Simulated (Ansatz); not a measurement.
# C (Graphite): the cost of one run

Program: Ansatz 0.2.0, driven from Python. The levels of theory stand in the script. These are calculated values, not measurements.

## Step 1: The system

The structure is orthorhombic, space group Fmmm (No. 69). Conventional cell: a = 2.456 Å, b = 4.254 Å, c = 6.696 Å, α = 90.00°, β = 90.00°, γ = 90.00°. Around C (site symmetry m2m) lie 3 C at 1.42 Å.

Input file c.vasp:

```text
C
1.0
   0.00000000    2.12700000    3.34800000
   1.22800000    0.00000000    3.34800000
   1.22800000    2.12700000    0.00000000
C
2
Direct
   0.16667000    0.83333000    0.16667000
   0.83333000    0.16667000    0.83333000
```

## Step 2: The code

File c_lattice.py:

```python
import warnings

import ansatz as az
from ase.io import read
import numpy as np

def edges_and_angles(cell):
    cell = np.asarray(cell)
    a, b, c = np.linalg.norm(cell, axis=1)
    cosines = cell[1] @ cell[2] / (b * c), cell[0] @ cell[2] / (a * c), cell[0] @ cell[1] / (a * b)
    return (a, b, c, *np.degrees(np.arccos(cosines)))

warnings.simplefilter("ignore", az.DeckWarning)

atoms = read("c.vasp", format="vasp")
cell = az.Crystal.from_ase(atoms)

base = (
    cell.calculation()
    .kpoints(15)
    .occupations("Fermi-Dirac")
    .relax(cell=True, force_tolerance=0.01)
)

levels = [("blyp", "d3bj"), ("pbesol", "d3bj"), ("lda", "none")]
print("level            a       b       c    alpha   beta  gamma  V/atom  steps")
for name, dispersion in levels:
    seen = []
    run = base.functional(name, dispersion=dispersion).session().plan()
    done = run.execute(on_event=lambda e: seen.append(e) if e["event"] == "relax_step" else None)
    cell = done.lattice.cell_ang
    label = name if dispersion == "none" else f"{name}+{dispersion}"
    print("{:13s} {:7.4f} {:7.4f} {:7.4f} {:6.2f} {:6.2f} {:6.2f}".format(label, *edges_and_angles(cell)), f"{abs(np.linalg.det(cell)) / len(done.lattice.sites):7.3f} {len(seen):5d}")
```

## Step 3: The run

Command:

```console
$ python c_lattice.py
```

What time and memory should one allow on 1 thread of Arm Neoverse V2, shared host?

About 73 s, with a peak of 0.43 GiB.
